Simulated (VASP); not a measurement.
Wanted: the native input for a VASP 6.6.1 run.

```yaml
Task: single point
Functional: PBEsol
Potentials_or_basis: VASP PAW PBE potentials, release 64 (Lu, H)
Cutoff: 520 eV
k_mesh: 14 × 14 × 14
Occupations: methfessel-paxton, width 0.2 eV
Spin: no spin polarisation
Dipole_correction: no
Further_INCAR_settings: ALGO = Normal; EDIFF = 1e-06; NBANDS = 20
```

The structure of LuH2 (mp) lies in POSCAR:

```
LuH2
1.0
    0.0000000000      2.4790405112      2.4790405112
    2.4790405112      0.0000000000      2.4790405112
    2.4790405112      2.4790405112      0.0000000000
Lu H
1 2
Direct
    0.0000000000      0.0000000000      0.0000000000
    0.2500000000      0.2500000000      0.2500000000
    0.7500000000      0.7500000000      0.7500000000
```

These files were run (other wordings do the same):

INCAR

```
SYSTEM = LuH2
ALGO = Normal
EDIFF = 1E-6
ENCUT = 520
GGA = PS
ISIF = 2
ISMEAR = 1
LASPH = .True.
LCHARG = .False.
LREAL = .False.
LWAVE = .False.
NBANDS = 20
NELM = 100
PREC = Accurate
SIGMA = 0.2
```

KPOINTS

```
k-points
0
Gamma
  14 14 14
  0 0 0
```

Potentials or basis: VASP PAW PBE potentials, release 64 (Lu, H).

Launch:

```bash
$ cat potpaw_PBE.64/Lu/POTCAR potpaw_PBE.64/H/POTCAR > POTCAR
$ mpirun -np 1 vasp_std > vasp.out
```

Results of the run:

```json
{
 "Pressure": "0.4 GPa",
 "Band gap on the k mesh": "none (metal or under the smearing width)"
}
```

Caveat: the PAW data sets were made with another functional, which shifts forces and pressure a little.

Wall time 28 s on 1 thread of Intel(R) Xeon(R) 6975P-C (Granite Rapids) (shared host), peak memory 0.22 GiB.
